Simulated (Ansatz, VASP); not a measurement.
Two plane-wave programs on Ir

```xyz
1
Lattice="0.0000 1.8429 1.8429 1.8429 0.0000 1.8429 1.8429 1.8429 0.0000" Properties=species:S:1:pos:R:3 pbc="T T T"
Ir    0.0000    0.0000    0.0000
```

Change from the starting cell: strain -0.040 along x and y, -0.040 along z, atoms carried along.

Alike in both runs: task single point; functional r2SCAN; k mesh 22 × 22 × 22; occupations gaussian, width 0.15 eV; no spin polarisation.

```csv
,VASP,Ansatz
version,VASP 6.6.1,Ansatz 0.2.0
potentials or method,"VASP PAW PBE potentials, release 64 (Ir)","scalar-relativistic, plane waves, PAW"
plane-wave cutoff (eV),520,500
valence electrons in the cell,9,17
```

|  | VASP | Ansatz | Ansatz less VASP |
| --- | --- | --- | --- |
| gap on the k mesh at the Fermi level (eV) | none | none | - |
| pressure (GPa) | 70.5 | 65.5 | -4.98 |

A gap of «none» marks a metal or a gap that the smearing closes. The two sets of potentials don't hold the same shells in valence.

Caveats: the cell as given lies far from equilibrium; so large a pressure means that the cell lies far from this level's equilibrium, or that cutoff or potentials fall short (VASP); the potentials were made for another functional, which shifts forces and pressure (VASP). The runs have no spin-orbit coupling, so splittings on Ir are missing.
